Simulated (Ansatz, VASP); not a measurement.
## SrO in VASP and in Ansatz

The input INCAR:

```
ALGO = Normal
EDIFF = 1E-7
ENCUT = 520
GGA = PS
ISIF = 2
ISMEAR = -1
LASPH = T
LCHARG = T
LELF = T
LREAL = F
LVHAR = T
LWAVE = F
NBANDS = 24
NELM = 80
PREC = Accurate
SIGMA = 0.05
```

KPOINTS

```
k-points
0
Gamma
  9 9 5
```

POSCAR

```
SrO
1.0
    3.5052647967      0.0000000000      0.0000000000
   -1.7526323983      3.0356483609      0.0000000000
    0.0000000000      0.0000000000      6.1332760581
Sr O
2 2
Direct
    0.6666666667      0.3333333333      0.7500000000
    0.3333333333      0.6666666667      0.2500000000
    0.0000000000      0.0000000000      0.5000000000
    0.0000000000      0.0000000000      0.0000000000
```

File input.yaml:

```yaml
crystal:
  lattice:
    - [3.5052647967, 0.0, 0.0]
    - [-1.7526323983, 3.0356483609, 0.0]
    - [0.0, 0.0, 6.1332760581]
  atoms:
    - { symbol: Sr, position: [0.6666666667, 0.3333333333, 0.75] }
    - { symbol: Sr, position: [0.3333333333, 0.6666666667, 0.25] }
    - { symbol: O, position: [0.0, 0.0, 0.5] }
    - { symbol: O, position: [0.0, 0.0, 0.0] }
kpoints:
  mp_grid: { grid: [9, 9, 5] }
scf:
  occupations: { method: fermi_dirac, width: 0.05 }
hamiltonian:
  xc: pbesol
  pseudopotentials: { kind: all_electron, lapw: { basis_error: 0.002 } }
output:
  forces: true
  stress: true
  eigenvalues: true
```

Change from the starting cell: volume scaled by 0.96.

Alike in both runs: task single point; functional PBEsol; k mesh 9 × 9 × 5; occupations fermi-dirac, width 0.05 eV; no spin polarisation.

```csv
,VASP,Ansatz
version,VASP 6.6.1,Ansatz 0.2.0
potentials or method,"VASP PAW PBE potentials, release 64 (Sr_sv, O)","all-electron LAPW, scalar-relativistic"
plane-wave cutoff (eV),520,see its input
```

|  | VASP | Ansatz | Ansatz less VASP |
| --- | --- | --- | --- |
| gap on the k mesh at the Fermi level (eV) | 2.99 | 3.03 | +0.037 |
| least direct gap on the mesh (eV) | 3.16 | 3.17 | +0.007 |
| pressure (GPa) | 1.9 | 1.2 | -0.71 |

Ansatz ran all-electron here, so the differences hold the error of VASP's frozen core and of both bases.

Caveats: an odd mesh through Γ misses points on the zone boundary, where band edges often lie; the PAW data sets were made with another functional, which shifts forces and pressure a little (VASP).
